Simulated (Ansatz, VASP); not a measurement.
**GaP: VASP beside Ansatz**

```
CELL_PARAMETERS angstrom
0.00000 2.72525 2.67075
2.72525 0.00000 2.67075
2.72525 2.72525 0.00000
ATOMIC_POSITIONS crystal
Ga 0.00000 0.00000 0.00000
P 0.75000 0.75000 0.75000
```

Change from the starting cell: zz strain of -2 %, PAW files.

Alike in both runs: task electric field gradients; functional PBEsol; k mesh 12 × 12 × 12; occupations fermi-dirac, width 0.08 eV; no spin polarisation.

|  | VASP | Ansatz |
| --- | --- | --- |
| version | VASP 6.6.1 | Ansatz 0.2.0 |
| potentials or method | VASP PAW PBE potentials, release 64 (Ga_d, P) | PAW with Ansatz's default frozen-core files, scalar-relativistic |
| plane-wave cutoff (eV) | 520 | 420 |
| valence electrons in the cell | 18 | 18 |

|  | VASP | Ansatz | Ansatz less VASP |
| --- | --- | --- | --- |
| pressure (GPa) | 1.1 | 1.2 | +0.07 |
| largest component of the traceless stress (GPa) | 0.97 | 0.97 | -0.005 |
| Vzz of the field gradient on the site that differs most (V/Å²) | 3.5 | 4.1 | +0.51 |

With one functional, cell and mesh, what is left measures potentials, basis and numerics.

Caveats: the PAW data sets were made with another functional, which shifts forces and pressure a little (VASP). A k mesh can miss the band edges.
